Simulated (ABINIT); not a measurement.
# Hf (Im-3m) in ABINIT: notebook

One crystal, Hf, is run at these levels: r2SCAN; tasks: single point.

Program: ABINIT 10.8.3 (patched build). These are calculated values, not measurements. Logs are shortened: lines on timing, memory, paths and dates and some standing lists are left out, and cuts for length are marked. The log counts tension as positive stress, the text compression.

### 1 The structure

Symmetry: Im-3m, No. 229, cubic system. The conventional cell has a = 3.610 Å, b = 3.610 Å, c = 3.610 Å, α = 90.00°, β = 90.00°, γ = 90.00°. Hf (site symmetry m-3m) has 8 Hf at 3.13 Å as nearest neighbours.

This isn't the form of Hf at room conditions, which is hcp.

### 2 Single point, r2SCAN

Contents of run.abi:

```
# Pseudopotentials
pp_dirpath "./"
pseudos "Hf.GGA_PBE-ansatz.xml"

# Structure
acell 3*1.0
rprim
    -3.4109556549     3.4109556549     3.4109556549
     3.4109556549    -3.4109556549     3.4109556549
     3.4109556549     3.4109556549    -3.4109556549
ntypat 1
znucl 72
natom 1
typat 1
xred
     0.0000000000     0.0000000000     0.0000000000

# Plane-wave basis
ecut 18.0
pawecutdg 36.0

# k points
kptopt 1
ngkpt 10 10 10
nshiftk 1
shiftk 0.0 0.0 0.0

# Exchange and correlation
ixc -497498
usekden 1
pawxcdev 0

# Bands and occupations
nband 17
occopt 3
tsmear 0.00183747

# SCF cycle
nstep 100
tolvrs 1.0e-7

# Output
iomode 3
prtwf 0
prtden 0
prteig 0
prtebands 0
enunit 2
```

Potentials or basis: Ansatz PAW PBE default generated set, frozen core.

Run with:

```console
$ mpirun --bind-to none -np 4 abinit run.abi > log 2>&1
```

run.abo:

```text
[... set-up lines left out ...]
 ETOT  1  -270.28994951845    -2.703E+02 1.562E+01 2.875E+01
 ETOT  2  -272.42146989818    -2.132E+00 1.994E+00 2.318E+01
 ETOT  3  -272.28632223381     1.351E-01 7.399E-01 4.000E+00
 ETOT  4  -272.28976478544    -3.443E-03 1.825E-01 3.997E+00
 ETOT  5  -272.28997938084    -2.146E-04 7.007E-02 4.403E+00
 ETOT  6  -272.29163508921    -1.656E-03 8.644E-02 5.169E-01
 ETOT  7  -272.29054452173     1.091E-03 3.679E-02 1.184E-01
 ETOT  8  -272.29049588581     4.864E-05 2.739E-02 1.823E-01
 ETOT  9  -272.29050864258    -1.276E-05 2.187E-02 3.822E-02
 ETOT 10  -272.29049274415     1.590E-05 6.195E-03 1.349E-02
 ETOT 11  -272.29049430907    -1.565E-06 1.009E-02 8.002E-03
 ETOT 12  -272.29048847120     5.838E-06 1.441E-03 1.187E-05
 ETOT 13  -272.29048870971    -2.385E-07 4.954E-03 5.355E-05
 ETOT 14  -272.29048866053     4.918E-08 6.583E-04 2.629E-06
 ETOT 15  -272.29048866444    -3.915E-09 2.668E-03 4.254E-08

 At SCF step   15       nres2   =  4.25E-08 < tolvrs=  1.00E-07 =>converged.

Result for kinetic energy density :

--------------------------------------------------------------------------------
 Total kinetic energy density [Ha/Bohr^3]
)     Maximum=    1.9098E+00  at reduced coord.    0.0000    0.0000    0.0000
)     Minimum=    4.6212E-03  at reduced coord.    0.7500    0.5000    0.2500
   Integrated=    1.5527E+01
--------------------------------------------------------------------------------

 Cartesian components of stress tensor (hartree/bohr^3)
  sigma(1 1)=  1.87670788E-04  sigma(3 2)=  0.00000000E+00
  sigma(2 2)=  1.87670788E-04  sigma(3 1)=  0.00000000E+00
  sigma(3 3)=  1.87670788E-04  sigma(2 1)=  0.00000000E+00

--- !ResultsGS
iteration_state: {dtset: 1, }
comment   : Summary of ground state results
lattice_vectors:
- [ -3.4109557,   3.4109557,   3.4109557, ]
- [  3.4109557,  -3.4109557,   3.4109557, ]
- [  3.4109557,   3.4109557,  -3.4109557, ]
lattice_lengths: [   5.90795,    5.90795,    5.90795, ]
lattice_angles: [109.471, 109.471, 109.471, ] # degrees, (23, 13, 12)
lattice_volume:   1.5874067E+02
convergence: {deltae: -3.915E-09, res2:  4.254E-08, residm:  2.668E-03, diffor: null, }
etotal    :  -2.72290489E+02
entropy   :   0.00000000E+00
fermie    :   2.40286534E-01
cartesian_stress_tensor: # hartree/bohr^3
- [  1.87670788E-04,   0.00000000E+00,   0.00000000E+00, ]
- [  0.00000000E+00,   1.87670788E-04,   0.00000000E+00, ]
- [  0.00000000E+00,   0.00000000E+00,   1.87670788E-04, ]
pressure_GPa:  -5.5215E+00
xred      :
- [  0.0000E+00,   0.0000E+00,   0.0000E+00, Hf]
cartesian_forces: # hartree/bohr
- [ -0.00000000E+00,  -0.00000000E+00,  -0.00000000E+00, ]
force_length_stats: {min:   0.00000000E+00, max:   0.00000000E+00, mean:   0.00000000E+00, }
...

 Integrated electronic density in atomic spheres:
 ------------------------------------------------
 Atom  Sphere_radius  Integrated_density
    1        2.63806         23.93136178

================================================================================

 ----iterations are completed or convergence reached----

 Mean square residual over all n,k,spin=   45.215E-07; max=  26.683E-04
 reduced coordinates (array xred) for    1 atoms
       0.000000000000      0.000000000000      0.000000000000
 rms dE/dt=  0.0000E+00; max dE/dt=  0.0000E+00; dE/dt below (all hartree)
    1       0.000000000000      0.000000000000      0.000000000000

 cartesian coordinates (angstrom) at end:
    1      0.00000000000000     0.00000000000000     0.00000000000000

 cartesian forces (hartree/bohr) at end:
    1     -0.00000000000000    -0.00000000000000    -0.00000000000000
 frms,max,avg= 0.0000000E+00 0.0000000E+00   0.000E+00  0.000E+00  0.000E+00 h/b

 cartesian forces (eV/Angstrom) at end:
    1     -0.00000000000000    -0.00000000000000    -0.00000000000000
 frms,max,avg= 0.0000000E+00 0.0000000E+00   0.000E+00  0.000E+00  0.000E+00 e/A
 length scales=  1.000000000000  1.000000000000  1.000000000000 bohr
              =  0.529177210544  0.529177210544  0.529177210544 angstroms
 Fermi (or HOMO) energy (hartree) =   0.24029   Average Vxc (hartree)=  -0.44897
 Eigenvalues (hartree) for nkpt=  47  k points:
 kpt#   1, nband= 17, wtk=  0.00100, kpt=  0.0000  0.0000  0.0000 (reduced coord)
  -2.09260   -0.90327   -0.90327   -0.90327   -0.19729   -0.19729   -0.19729   -0.19481
  -0.19481   -0.19481   -0.19397   -0.02496    0.30296    0.30296    0.30296    0.40168
   0.40168
      occupation numbers for kpt#   1
   2.00000    2.00000    2.00000    2.00000    2.00000    2.00000    2.00000    2.00000
   2.00000    2.00000    2.00000    2.00000    0.00000    0.00000    0.00000    0.00000
   0.00000
 prteigrs : prtvol=0 or 1, do not print more k-points.

 Fermi (or HOMO) energy (eV) =   6.53853   Average Vxc (eV)= -12.21711
 Eigenvalues (   eV  ) for nkpt=  47  k points:
 kpt#   1, nband= 17, wtk=  0.00100, kpt=  0.0000  0.0000  0.0000 (reduced coord)
 -56.94247  -24.57933  -24.57933  -24.57933   -5.36844   -5.36844   -5.36844   -5.30110
  -5.30110   -5.30110   -5.27815   -0.67924    8.24404    8.24404    8.24404   10.93030
  10.93030
 prteigrs : prtvol=0 or 1, do not print more k-points.

--- !EnergyTerms
iteration_state     : {dtset: 1, }
comment             : Components of total free energy in Hartree
kinetic             :  1.55274683654514E+01
hartree             :  8.95843517291393E+01
xc                  : -1.03799966898431E+01
Ewald energy        : -1.80310304557467E+02
psp_core            :  1.13334536746716E+01
local_psp           : -2.02567922655594E+02
PAW spherical_terms :  4.52310979062104E+00
internal            : -2.72289840343020E+02
'-kT*entropy'       : -5.70399460046944E-04
total_energy        : -2.72290410742480E+02
total_energy_eV     : -7.40939953779044E+03
...

--- !EnergyTermsDC
iteration_state     : {dtset: 1, }
comment             : '"Double-counting" decomposition of free energy'
band_energy         : -1.17189277591746E+01
Ewald energy        : -1.80310304557467E+02
psp_core            :  1.13334536746716E+01
xc_dc               : -8.97629028436071E+01
PAW spherical_terms : -1.83123677940837E+00
internal            : -2.72289918264985E+02
'-kT*entropy'       : -5.70399460046944E-04
total_energy_dc     : -2.72290488664445E+02
total_energy_dc_eV  : -7.40940165815512E+03
...

--- !EnergyTermsWithPAWCore
iteration_state     : {dtset: 1, }
comment             : 'Components of total free energy, including PAW core contributions'
Total energy        : -1.38507227372562E+04
Total energy DC     : -1.38507228151781E+04
Total energy (eV)   : -3.76897366189469E+05
Total energy DC (eV): -3.76897368309834E+05
...

 Cartesian components of stress tensor (hartree/bohr^3)
  sigma(1 1)=  1.87670788E-04  sigma(3 2)=  0.00000000E+00
  sigma(2 2)=  1.87670788E-04  sigma(3 1)=  0.00000000E+00
  sigma(3 3)=  1.87670788E-04  sigma(2 1)=  0.00000000E+00

-Cartesian components of stress tensor (GPa)         [Pressure= -5.5215E+00 GPa]
- sigma(1 1)=  5.52146522E+00  sigma(3 2)=  0.00000000E+00
- sigma(2 2)=  5.52146522E+00  sigma(3 1)=  0.00000000E+00
- sigma(3 3)=  5.52146522E+00  sigma(2 1)=  0.00000000E+00

== END DATASET(S) ==============================================================
================================================================================

 -outvars: echo values of variables after computation  --------
            acell      1.0000000000E+00  1.0000000000E+00  1.0000000000E+00 Bohr
           etotal     -2.7229048866E+02
            fcart     -0.0000000000E+00 -0.0000000000E+00 -0.0000000000E+00
            rprim     -3.4109556549E+00  3.4109556549E+00  3.4109556549E+00
                       3.4109556549E+00 -3.4109556549E+00  3.4109556549E+00
                       3.4109556549E+00  3.4109556549E+00 -3.4109556549E+00
           strten      1.8767078833E-04  1.8767078833E-04  1.8767078833E-04
                       0.0000000000E+00  0.0000000000E+00  0.0000000000E+00
 Calculation completed.
```

It took 63 s on 4 MPI ranks of Arm Neoverse V2, shared host; peak memory 0.88 GiB.

What came out:

```
Free energy                                           : -7409.4017 eV
Pressure                                              : -5.5 GPa
Band gap on the k mesh                                : none (metal or under the smearing width)
Valence electrons inside the program's atomic spheres : Hf 23.93 (radii [1.396] Å)
```

Caveat: totals of a meta-GGA on PAW files have another zero than those of a GGA; the PAW data sets were made with another functional, which shifts forces and pressure a little.

### 3 Single point, r2SCAN

Changes to run.abi since step 2:

```diff
@@ -2,3 +2,3 @@
 pp_dirpath "./"
-pseudos "Hf.GGA_PBE-ansatz.xml"
+pseudos "Hf.GGA_PBE-JTH.xml"
 
@@ -18,4 +18,4 @@
 # Plane-wave basis
-ecut 18.0
-pawecutdg 36.0
+ecut 23.0
+pawecutdg 45.0
 
@@ -33,3 +33,3 @@
 # Bands and occupations
-nband 17
+nband 10
 occopt 3
```

Potentials or basis: JTH PAW PBE v2.0.

Run with:

```console
$ mpirun --bind-to none -np 4 abinit run.abi > log 2>&1
```

Run time: 11 s. Hardware: 4 MPI ranks of Arm Neoverse V2, shared host; peak memory 0.4 GiB.

Results (log left out):

```yaml
Free_energy: -252.6674 eV
Pressure: -5.5 GPa
Band_gap_on_the_k_mesh: none (metal or under the smearing width)
Valence_electrons_inside_the_program's_atomic_spheres: Hf 9.40 (radii [1.2759] Å)
```

Levels at points of the mesh, in eV from the Fermi level:
| k point | band 4 | band 5 | band 6 | band 7 | band 8 | band 9 |
| --- | --- | --- | --- | --- | --- | --- |
| (0.00, 0.00, 0.00) | -31.17 | -7.20 | 1.71 | 1.71 | 1.71 | 4.39 |
| (0.50, 0.00, 0.00) | -31.17 | -3.32 | -0.31 | 0.71 | 4.24 | 5.18 |
| (0.50, 0.50, 0.50) | -31.67 | -2.49 | -2.49 | 6.71 | 6.71 | 6.73 |

Caveat: totals of a meta-GGA on PAW files have another zero than those of a GGA; the PAW data sets were made with another functional, which shifts forces and pressure a little. Spin-orbit coupling is left out, which matters for the levels of Hf.

### 4 Single point, r2SCAN

Changes to run.abi since step 3:

```diff
@@ -2,3 +2,3 @@
 pp_dirpath "./"
-pseudos "Hf.GGA_PBE-JTH.xml"
+pseudos "Hf.upf"
 
@@ -18,4 +18,3 @@
 # Plane-wave basis
-ecut 23.0
-pawecutdg 45.0
+ecut 54.0
 
@@ -30,6 +29,7 @@
 usekden 1
-pawxcdev 0
+nc_xccc_gspace 1
+boxcutmin 3.0
 
 # Bands and occupations
-nband 10
+nband 17
 occopt 3
@@ -39,3 +39,3 @@
 nstep 100
-tolvrs 1.0e-7
+tolvrs 1.0e-9
```

Potentials or basis: Ansatz NC r2SCAN.

Run with:

```console
$ mpirun --bind-to none -np 4 abinit run.abi > log 2>&1
```

It took 5.1 min on 4 MPI ranks of Arm Neoverse V2, shared host; peak memory 0.64 GiB.

The run converged. Its results:

```
Free energy                                           : -13950.2731 eV
Pressure                                              : -5.5 GPa
Band gap on the k mesh                                : none (metal or under the smearing width)
Valence electrons inside the program's atomic spheres : Hf 22.26 (radii [1.0584] Å)
```

Levels at points of the mesh, in eV from the Fermi level:
```tsv
k point	band 9	band 10	band 11	band 12	band 13	band 14	band 15	band 16	band 17
(0.00, 0.00, 0.00)	-11.83	-11.83	-11.82	-7.21	1.70	1.70	1.70	4.39	4.39
(0.50, 0.00, 0.00)	-11.84	-11.83	-11.82	-3.33	-0.32	0.72	4.23	5.18	7.48
(0.50, 0.50, 0.50)	-11.83	-11.83	-11.83	-2.50	-2.50	6.70	6.70	6.70	7.14
```

### 5 Single point, r2SCAN

Changes to run.abi since step 4:

```diff
@@ -2,3 +2,3 @@
 pp_dirpath "./"
-pseudos "Hf.upf"
+pseudos "Hf_ONCV_PBE-1.2.upf"
 
@@ -18,3 +18,3 @@
 # Plane-wave basis
-ecut 54.0
+ecut 36.0
 
@@ -29,4 +29,2 @@
 usekden 1
-nc_xccc_gspace 1
-boxcutmin 3.0
```

Potentials or basis: SG15 NC PBE v1.2.

Run with:

```console
$ mpirun --bind-to none -np 4 abinit run.abi > log 2>&1
```

It took 33 s on 4 MPI ranks of Arm Neoverse V2, shared host; peak memory 0.28 GiB.

Results (log left out):

```yaml
Free_energy: -6070.4097 eV
Pressure: -11.5 GPa
Band_gap_on_the_k_mesh: none (metal or under the smearing width)
Valence_electrons_inside_the_program's_atomic_spheres: Hf 22.17 (radii [1.0584] Å)
```

Levels at points of the mesh, in eV from the Fermi level:
```tsv
k point	band 11	band 12	band 13	band 14	band 15	band 16
(0.00, 0.00, 0.00)	-10.89	-6.97	1.57	1.57	1.57	4.17
(0.50, 0.00, 0.00)	-10.89	-3.20	-0.36	0.80	4.03	4.89
(0.50, 0.50, 0.50)	-10.89	-2.44	-2.44	6.33	6.33	6.33
```

Caveat: the potentials were made for another functional, which shifts forces and pressure. The run has no spin-orbit coupling, so splittings on Hf are missing.

### 6 Single point, r2SCAN

Changes to run.abi since step 5:

```diff
@@ -2,3 +2,3 @@
 pp_dirpath "./"
-pseudos "Hf_ONCV_PBE-1.2.upf"
+pseudos "Hf.upf"
 
@@ -18,3 +18,3 @@
 # Plane-wave basis
-ecut 36.0
+ecut 35.0
 
@@ -29,5 +29,7 @@
 usekden 1
+nc_xccc_gspace 1
+boxcutmin 3.0
 
 # Bands and occupations
-nband 17
+nband 10
 occopt 3
```

Potentials or basis: PseudoDojo NC SR PBE v0.4.1 standard.

Run with:

```console
$ mpirun --bind-to none -np 4 abinit run.abi > log 2>&1
```

run.abo:

```text
.Version 10.8.3 of ABINIT
 Symmetries : space group Im -3 m (#229); Bravais cI (body-center cubic)
================================================================================
 Values of the parameters that define the memory need of the present run
     intxc =       0    ionmov =       0      iscf =       7    lmnmax =       8
     lnmax =       8     mgfft =      48  mpssoang =       4    mqgrid =    3001
     natom =       1  nloc_mem =       1    nspden =       1   nspinor =       1
    nsppol =       1      nsym =      48    n1xccc =    2501    ntypat =       1
    occopt =       3   xclevel =       2
       mpw =        1585          nfft =      110592          nkpt =          47
================================================================================
================================================================================

--------------------------------------------------------------------------------
------------- Echo of variables that govern the present computation ------------
--------------------------------------------------------------------------------
[... 196 lines left out ...]
  sigma(3 3)=  2.34933313E-04  sigma(2 1)=  0.00000000E+00

-Cartesian components of stress tensor (GPa)         [Pressure= -6.9120E+00 GPa]
- sigma(1 1)=  6.91197670E+00  sigma(3 2)=  0.00000000E+00
- sigma(2 2)=  6.91197670E+00  sigma(3 1)=  0.00000000E+00
- sigma(3 3)=  6.91197670E+00  sigma(2 1)=  0.00000000E+00

== END DATASET(S) ==============================================================
================================================================================

 -outvars: echo values of variables after computation  --------
            acell      1.0000000000E+00  1.0000000000E+00  1.0000000000E+00 Bohr
           etotal     -5.7478561391E+01
            fcart     -0.0000000000E+00 -0.0000000000E+00 -0.0000000000E+00
            rprim     -3.4109556549E+00  3.4109556549E+00  3.4109556549E+00
                       3.4109556549E+00 -3.4109556549E+00  3.4109556549E+00
                       3.4109556549E+00  3.4109556549E+00 -3.4109556549E+00
           strten      2.3493331295E-04  2.3493331295E-04  2.3493331295E-04
                       0.0000000000E+00  0.0000000000E+00  0.0000000000E+00
 Calculation completed.
```

It took 44 s on 4 MPI ranks of Arm Neoverse V2, shared host; peak memory 0.4 GiB.

Results:

```yaml
Free_energy: -1564.0713 eV
Pressure: -6.9 GPa
Band_gap_on_the_k_mesh: none (metal or under the smearing width)
Valence_electrons_inside_the_program's_atomic_spheres: Hf 8.42 (radii [1.0584] Å)
```

Caveat: a meta-GGA on potentials with a model core is unreliable; the potentials were made for another functional, which shifts forces and pressure. Spin-orbit coupling is left out, which matters for the levels of Hf.

### 7 Summary

| potentials or basis | cutoff (eV) | fine-grid cutoff | gap on the mesh (eV) | pressure (GPa) |
| --- | --- | --- | --- | --- |
| Ansatz PAW PBE default generated set, frozen core | 490 | 979.61 eV | none | -5.5 |
| JTH PAW PBE v2.0 | 626 | 1224.51 eV | none | -5.5 |
| Ansatz NC r2SCAN | 1469 | - | none | -5.5 |
| SG15 NC PBE v1.2 | 980 | - | none | -11.5 |
| PseudoDojo NC SR PBE v0.4.1 standard | 952 | - | none | -6.9 |

Alike in all rows: task single point; level r2SCAN; no spin polarisation; cell as given; k mesh 10 × 10 × 10; smearing fermi-dirac 0.05 eV.

Caveats: totals of a meta-GGA on PAW files have another zero than those of a GGA (some runs); the PAW data sets were made with another functional, which shifts forces and pressure a little (some runs); the potentials were made for another functional, which shifts forces and pressure (some runs); a meta-GGA on potentials with a model core is unreliable (some runs).

Total energies depend on the potentials used, so only differences within one code and one set of settings carry meaning.
